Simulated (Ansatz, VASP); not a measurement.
# BaTe in VASP and in Ansatz

The input INCAR:

```
PREC     = Accurate       # precision mode
ENCUT    = 520            # plane-wave cutoff, eV
EDIFF    = 1E-6           # SCF threshold, eV
ISMEAR   = 0              # smearing method
SIGMA    = 0.05           # smearing width, eV
LREAL    = F              # projectors in reciprocal space
LASPH    = T              # aspherical terms in the spheres
NELM     = 60             # most SCF steps
ALGO     = Normal         # electronic algorithm
ISIF     = 2              # what is computed and relaxed
LWAVE    = F              # write WAVECAR
LCHARG   = F              # write CHGCAR
GGA      = PE             # functional
NBANDS   = 15             # bands
```

File KPOINTS:

```
Automatic mesh
0
Gamma
  8 8 8
```

POSCAR

```
BaTe
1.0
    0.0000000000      3.8881692107      3.8881692107
    3.8881692107      0.0000000000      3.8881692107
    3.8881692107      3.8881692107      0.0000000000
Ba Te
1 1
Direct
    0.0000000000      0.0000000000      0.0000000000
    0.2500000000      0.2500000000      0.2500000000
```

Input for Ansatz:

```yaml
crystal:
  lattice:
    - [0.0, 3.8881692107, 3.8881692107]
    - [3.8881692107, 0.0, 3.8881692107]
    - [3.8881692107, 3.8881692107, 0.0]
  atoms:
    - { symbol: Ba, position: [0.0, 0.0, 0.0] }
    - { symbol: Te, position: [0.25, 0.25, 0.25] }
basis:
  ecutwfc: 420
  ecutrho_ratio: 4
kpoints:
  mp_grid: { grid: [8, 8, 8] }
hamiltonian:
  xc: pbe
scf:
  occupations: { method: gaussian, width: 0.05 }
output:
  forces: true
  stress: true
  eigenvalues: true
```

Alike in both runs: task single point; functional PBE; k mesh 8 × 8 × 8; occupations gaussian, width 0.05 eV; no spin polarisation.

|  | VASP | Ansatz |
| --- | --- | --- |
| version | VASP 6.6.1 | Ansatz 0.2.0 |
| potentials or method | VASP PAW PBE potentials, release 64 (Ba_sv, Te) | scalar-relativistic, plane waves, PAW |
| plane-wave cutoff (eV) | 520 | 420 |
| valence electrons in the cell | 16 | 26 |

Ansatz gave:

* gap on the k mesh at the Fermi level (eV): 2.59
* least direct gap on the mesh (eV): 2.93
* pressure (GPa): 0.4

Question: Which values does VASP return?

Answer: gap on the k mesh at the Fermi level (eV): 2.60; least direct gap on the mesh (eV): 2.91; pressure (GPa): 0.6.

The functional is the same, so the differences come from potentials, cutoffs and numerics. The two sets of potentials don't hold the same shells in valence.

Caveats: spin-orbit coupling is left out, which moves the levels of the heavy elements. A k mesh can miss the band edges.
